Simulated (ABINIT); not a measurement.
# C (C2/m) in ABINIT: single point with PBE

Aim: the single point of C with PBE.

Program: ABINIT 10.8.3 (patched build). These are calculated values, not measurements. Logs are shortened: lines on timing, memory, paths and dates and some standing lists are left out, and cuts for length are marked. The log counts tension as positive stress, the text compression.

## Step 1: The structure

It takes space group C2/m (No. 12, monoclinic). The conventional cell has a = 4.255 Å, b = 2.457 Å, c = 3.765 Å, α = 90.00°, β = 111.49°, γ = 90.00°. C (site symmetry m) has 3 C at 1.42 Å as nearest neighbours.

This is a stacking variant of graphite.

## Step 2: Single point, PBE

Input file run.abi:

```
# Pseudopotentials
pp_dirpath "./"
pseudos "C.GGA_PBE-JTH.xml"

# Structure
acell 2.4564546488 2.4564546488 3.7645254158 Angstrom
rprim
     0.8660124494    -0.5000224370     0.0000000000
     0.8660124494     0.5000224370     0.0000000000
    -0.3663329314     0.0000000000     0.9304838437
ntypat 1
znucl 6
natom 2
typat 1 1
xcart
    -0.6699289920     0.0000000000     3.5025041753
     3.5454999755     0.0000000000     0.0003259033 Angstrom
chkprim 0
chksymtnons 0
tolsym 1.0e-6

# Plane-wave basis
ecut 517.016339 eV
pawecutdg 38.0
pawxcdev 0
pawovlp 30

# k points
kptopt 1
ngkpt 10 10 6
nshiftk 1
shiftk 0.0 0.0 0.0

# Exchange and correlation
ixc 11

# Bands and occupations
nband 8
occopt 3
tsmear 0.00183747

# SCF cycle
nstep 100
tolvrs 1.0e-9

# Output
iomode 3
prtwf 0
prtden 0
prteig 0
prtebands 0
enunit 2
```

Potentials or basis: JTH PAW PBE v2.0.

Launch:

```bash
> abinit run.abi > log 2>&1
```

run.abo:

```text
.Version 10.8.3 of ABINIT
 Symmetries : space group C2/m (# 12); Bravais mC (1-face-center monocl.)
================================================================================
 Values of the parameters that define the memory need of the present run
     intxc =       0    ionmov =       0      iscf =      17    lmnmax =       8
     lnmax =       4     mgfft =      30  mpssoang =       2    mqgrid =    3001
     natom =       2  nloc_mem =       2    nspden =       1   nspinor =       1
    nsppol =       1      nsym =       4    n1xccc =       1    ntypat =       1
    occopt =       3   xclevel =       2
       mpw =         504          nfft =       12000          nkpt =         172
 PAW method is used; the additional fine FFT grid is defined by:
   mgfftf=        40    nfftf =     29160
================================================================================
================================================================================

--------------------------------------------------------------------------------
------------- Echo of variables that govern the present computation ------------
--------------------------------------------------------------------------------
 -outvars: echo values of preprocessed input variables --------
            acell      4.6420265269E+00  4.6420265269E+00  7.1139220299E+00 Bohr
              amu      1.20110000E+01
          chkprim           0
      chksymtnons           0
             ecut      1.90000000E+01 Hartree
           enunit           2
                       outvar_i_n : Printing only first  50 k-points.
              ixc          11
                       outvar_i_n : Printing only first  50 k-points.
         kptrlatt       10    0    0      0   10    0      0    0    6
          kptrlen      4.26835322E+01
            natom           2
            nband           8
            ngfft          20      20      30
          ngfftdg          27      27      40
             nkpt         172
            nstep         100
             nsym           4
           ntypat           1
                       prtocc : prtvol=0, do not print more k-points.
           occopt           3
        pawecutdg      3.80000000E+01 Hartree
          pawovlp      3.0000000000E+01
         pawxcdev           0
           prtden           0
        prtebands           0
           prteig           0
            prtwf           0
            rprim      8.6601244940E-01 -5.0002243700E-01  0.0000000000E+00
                       8.6601244940E-01  5.0002243700E-01  0.0000000000E+00
                      -3.6633293140E-01  0.0000000000E+00  9.3048384370E-01
          spgroup          12
           tolsym      1.00000000E-06
           tolvrs      1.00000000E-09
           tsmear      1.83747000E-03 Hartree
            typat      1  1
           useylm           1
                       outvars : Printing only first  50 k-points.
           xangst     -6.6992899200E-01 -7.6925613765E-18  3.5025041753E+00
                       3.5454999755E+00  7.0380478050E-18  3.2590330000E-04
            xcart     -1.2659823187E+00 -1.4536834208E-17  6.6187736462E+00
                       6.7000239331E+00  1.3299982812E-17  6.1586798053E-04
             xred      1.6664447001E-01  1.6664447001E-01  9.9990696000E-01
                       8.3335552997E-01  8.3335552997E-01  9.3039996999E-05
            znucl        6.00000

================================================================================

 chkinp: Checking input parameters for consistency.

================================================================================
== DATASET  1 ==================================================================

--- !DatasetInfo
iteration_state: {dtset: 1, }
dimensions: {natom: 2, nkpt: 172, mband: 8, nsppol: 1, nspinor: 1, nspden: 1, mpw: 504, }
cutoff_energies: {ecut:  19.0, pawecutdg:  38.0, }
electrons: {nelect:   8.00000000E+00, charge:   0.00000000E+00, occopt:   3.00000000E+00, tsmear:   1.83747000E-03, }
meta: {optdriver: 0, ionmov: 0, optcell: 0, iscf: 17, paral_kgb: 0, }
...

 Exchange-correlation functional for the present dataset will be:
  GGA: Perdew-Burke-Ernzerhof functional - ixc=11
  J.P.Perdew, K.Burke, M.Ernzerhof, PRL 77, 3865 (1996)

 Real(R)+Recip(G) space primitive vectors, cartesian coordinates (Bohr,Bohr^-1):
 R(1)=  4.0200528 -2.3211174  0.0000000  G(1)=  0.1243765 -0.2154135  0.0489672
 R(2)=  4.0200528  2.3211174  0.0000000  G(2)=  0.1243765  0.2154135  0.0489672
 R(3)= -2.6060639  0.0000000  6.6193895  G(3)=  0.0000000  0.0000000  0.1510713
 Unit cell volume ucvol=  1.2353124E+02 bohr^3
 Angles (23,13,12)=  1.08496630E+02  1.08496630E+02  6.00029689E+01 degrees

 Coarse grid specifications (used for wave-functions):

 getcut: wavevector=  0.0000  0.0000  0.0000  ngfft=  20  20  30
         ecut(hartree)=     19.000   => boxcut(ratio)=   2.14936

 Fine grid specifications (used for densities):

 getcut: wavevector=  0.0000  0.0000  0.0000  ngfft=  27  27  40
         ecut(hartree)=     38.000   => boxcut(ratio)=   2.02047

--- Pseudopotential description ------------------------------------------------
- pspini: atom type   1  psp file is ./C.GGA_PBE-JTH.xml
 Pseudopotential format is: paw10
 basis_size (lnmax)=  4 (lmn_size=  8), orbitals=   0   0   1   1
 Spheres core radius: rc_sph= 1.50736703
 Shapefunction is SIN type: shapef(r)=[sin(pi*r/rshp)/(pi*r/rshp)]**2
 Radius for shape functions =  1.30052589
 Compensation charge density is not taken into account in XC energy/potential

   6.99883411E+01                                ecore*ucvol(ha*bohr**3)
--------------------------------------------------------------------------------

================================================================================

--- !BeginCycle
iteration_state: {dtset: 1, }
solver: {iscf: 17, nstep: 100, nline: 4, wfoptalg: 10, }
tolerances: {tolvrs: 1.00E-09, }
...

     iter   Etot(hartree)      deltaE(h)  residm     nres2
 ETOT  1  -11.523453817302    -1.152E+01 1.700E-01 1.007E+01
 ETOT  2  -11.499511925315     2.394E-02 3.671E-02 1.084E+00
 ETOT  3  -11.494365499798     5.146E-03 5.193E-03 3.809E-02
 ETOT  4  -11.494567936531    -2.024E-04 2.277E-03 2.318E-03
 ETOT  5  -11.494581673570    -1.374E-05 2.487E-03 4.681E-04
 ETOT  6  -11.494586811291    -5.138E-06 4.369E-04 5.453E-06
 ETOT  7  -11.494586898969    -8.768E-08 3.353E-04 3.842E-07
 ETOT  8  -11.494586900513    -1.545E-09 1.065E-04 2.816E-08
 ETOT  9  -11.494586900771    -2.578E-10 4.972E-05 1.002E-09
 ETOT 10  -11.494586900771     3.464E-13 2.682E-05 1.666E-10

 At SCF step   10       nres2   =  1.67E-10 < tolvrs=  1.00E-09 =>converged.

 Cartesian components of stress tensor (hartree/bohr^3)
  sigma(1 1)= -1.37563054E-04  sigma(3 2)=  0.00000000E+00
  sigma(2 2)= -1.35637592E-04  sigma(3 1)=  8.07318366E-07
  sigma(3 3)= -7.60025763E-05  sigma(2 1)=  0.00000000E+00

--- !ResultsGS
iteration_state: {dtset: 1, }
comment   : Summary of ground state results
lattice_vectors:
- [  4.0200528,  -2.3211174,   0.0000000, ]
- [  4.0200528,   2.3211174,   0.0000000, ]
- [ -2.6060639,   0.0000000,   6.6193895, ]
lattice_lengths: [   4.64203,    4.64203,    7.11392, ]
lattice_angles: [108.497, 108.497,  60.003, ] # degrees, (23, 13, 12)
lattice_volume:   1.2353124E+02
convergence: {deltae:  3.464E-13, res2:  1.666E-10, residm:  2.682E-05, diffor: null, }
etotal    :  -1.14945869E+01
entropy   :   0.00000000E+00
fermie    :   1.75104150E-01
cartesian_stress_tensor: # hartree/bohr^3
- [ -1.37563054E-04,   0.00000000E+00,   8.07318366E-07, ]
- [  0.00000000E+00,  -1.35637592E-04,   0.00000000E+00, ]
- [  8.07318366E-07,   0.00000000E+00,  -7.60025763E-05, ]
pressure_GPa:   3.4246E+00
xred      :
- [  1.6664E-01,   1.6664E-01,   9.9991E-01,  C]
- [  8.3336E-01,   8.3336E-01,   9.3040E-05,  C]
cartesian_forces: # hartree/bohr
- [ -2.06147033E-04,   8.48747709E-21,   4.80032881E-05, ]
- [  2.06147033E-04,  -8.48747709E-21,  -4.80032881E-05, ]
force_length_stats: {min:   2.11662266E-04, max:   2.11662266E-04, mean:   2.11662266E-04, }
...

 Integrated electronic density in atomic spheres:
 ------------------------------------------------
 Atom  Sphere_radius  Integrated_density
    1        1.50737          2.75171428
    2        1.50737          2.75171428

================================================================================

 ----iterations are completed or convergence reached----

 Mean square residual over all n,k,spin=   90.208E-09; max=  26.816E-06
 reduced coordinates (array xred) for    2 atoms
       0.166644470005      0.166644470005      0.999906960003
       0.833355529972      0.833355529972      0.000093039997
 rms dE/dt=  8.3757E-04; max dE/dt=  8.5498E-04; dE/dt below (all hartree)
    1       0.000828721950      0.000828721950     -0.000854984805
    2      -0.000828721950     -0.000828721950      0.000854984805

 cartesian coordinates (angstrom) at end:
    1     -0.66992899200000    -0.00000000000000     3.50250417530000
    2      3.54549997550000     0.00000000000000     0.00032590330000

 cartesian forces (hartree/bohr) at end:
    1     -0.00020614703314     0.00000000000000     0.00004800328809
    2      0.00020614703314    -0.00000000000000    -0.00004800328809
 frms,max,avg= 1.2220327E-04 2.0614703E-04   0.000E+00  0.000E+00  0.000E+00 h/b

 cartesian forces (eV/Angstrom) at end:
    1     -0.01060050665519     0.00000000000000     0.00246842832107
    2      0.01060050665519    -0.00000000000000    -0.00246842832107
 frms,max,avg= 6.2839446E-03 1.0600507E-02   0.000E+00  0.000E+00  0.000E+00 e/A
 length scales=  4.642026526945  4.642026526945  7.113922029881 bohr
              =  2.456454648800  2.456454648800  3.764525415800 angstroms
 Fermi (or HOMO) energy (hartree) =   0.17510   Average Vxc (hartree)=  -0.37094
 Eigenvalues (hartree) for nkpt= 172  k points:
 kpt#   1, nband=  8, wtk=  0.00167, kpt=  0.0000  0.0000  0.0000 (reduced coord)
  -0.55173   -0.07926    0.06169    0.06182    0.31646    0.48202    0.48211    0.59527
      occupation numbers for kpt#   1
   2.00000    2.00000    2.00000    2.00000    0.00000    0.00000    0.00000    0.00000
 prteigrs : prtvol=0 or 1, do not print more k-points.

 Fermi (or HOMO) energy (eV) =   4.76483   Average Vxc (eV)= -10.09367
 Eigenvalues (   eV  ) for nkpt= 172  k points:
 kpt#   1, nband=  8, wtk=  0.00167, kpt=  0.0000  0.0000  0.0000 (reduced coord)
 -15.01328   -2.15687    1.67862    1.68233    8.61138   13.11655   13.11879   16.19800
 prteigrs : prtvol=0 or 1, do not print more k-points.

--- !EnergyTerms
iteration_state     : {dtset: 1, }
comment             : Components of total free energy in Hartree
kinetic             :  6.84767773375237E+00
hartree             :  3.75628746060656E+00
xc                  : -4.29845017206034E+00
Ewald energy        : -7.95235816341266E+00
psp_core            :  5.66563905399662E-01
local_psp           : -1.19595139621081E+01
PAW spherical_terms :  1.54520278003203E+00
internal            : -1.14945904177905E+01
'-kT*entropy'       : -1.00151397076902E-09
total_energy        : -1.14945904187920E+01
total_energy_eV     : -3.12783739625103E+02
...

--- !EnergyTermsDC
iteration_state     : {dtset: 1, }
comment             : '"Double-counting" decomposition of free energy'
band_energy         : -1.31719553489319E+00
Ewald energy        : -7.95235816341266E+00
psp_core            :  5.66563905399662E-01
xc_dc               : -3.61207433572484E+00
PAW spherical_terms :  8.20477228861666E-01
internal            : -1.14945868997694E+01
'-kT*entropy'       : -1.00151397076902E-09
total_energy_dc     : -1.14945869007709E+01
total_energy_dc_eV  : -3.12783643894870E+02
...

--- !EnergyTermsWithPAWCore
iteration_state     : {dtset: 1, }
comment             : 'Components of total free energy, including PAW core contributions'
Total energy        : -7.62084247293529E+01
Total energy DC     : -7.62084212113317E+01
Total energy (eV)   : -2.07373688050819E+03
Total energy DC (eV): -2.07373678477796E+03
...

 Cartesian components of stress tensor (hartree/bohr^3)
  sigma(1 1)= -1.37563054E-04  sigma(3 2)=  0.00000000E+00
  sigma(2 2)= -1.35637592E-04  sigma(3 1)=  8.07318366E-07
  sigma(3 3)= -7.60025763E-05  sigma(2 1)=  0.00000000E+00

-Cartesian components of stress tensor (GPa)         [Pressure=  3.4246E+00 GPa]
- sigma(1 1)= -4.04724478E+00  sigma(3 2)=  0.00000000E+00
- sigma(2 2)= -3.99059574E+00  sigma(3 1)=  2.37521264E-02
- sigma(3 3)= -2.23607300E+00  sigma(2 1)=  0.00000000E+00

== END DATASET(S) ==============================================================
================================================================================

 -outvars: echo values of variables after computation  --------
            acell      4.6420265269E+00  4.6420265269E+00  7.1139220299E+00 Bohr
           etotal     -1.1494586901E+01
            fcart     -2.0614703314E-04  8.4874770866E-21  4.8003288093E-05
                       2.0614703314E-04 -8.4874770866E-21 -4.8003288093E-05
            rprim      8.6601244940E-01 -5.0002243700E-01  0.0000000000E+00
                       8.6601244940E-01  5.0002243700E-01  0.0000000000E+00
                      -3.6633293140E-01  0.0000000000E+00  9.3048384370E-01
           strten     -1.3756305414E-04 -1.3563759216E-04 -7.6002576345E-05
                       0.0000000000E+00  8.0731836614E-07  0.0000000000E+00
           xangst     -6.6992899200E-01 -7.6925613765E-18  3.5025041753E+00
                       3.5454999755E+00  7.0380478050E-18  3.2590330000E-04
             xred      1.6664447001E-01  1.6664447001E-01  9.9990696000E-01
                       8.3335552997E-01  8.3335552997E-01  9.3039996999E-05
 Calculation completed.
```

Wall time 19 s (1 thread of Intel Xeon Platinum 8375C at 2.90GHz (Ice Lake), shared host); peak memory 0.1 GiB.

What came out:

- Free energy: -312.7836 eV
- Pressure: 3.4 GPa
- Largest force: 0.011 eV/Å
- Band gap on the k mesh: 1.38 eV, indirect (least direct gap 1.41 eV)

Forces in eV/Å, atoms in the order of the input:
```
C   -0.011  0.000  0.002
C    0.011  0.000 -0.002
```

Stress tensor (GPa, compression positive):
```
 4.05  0.00 -0.02
 0.00  3.99  0.00
-0.02  0.00  2.24
```

Caveat: this functional lacks dispersion, which binds the layers, so the pressure and a relaxed spacing across them are unreliable; the atomic spheres overlap.
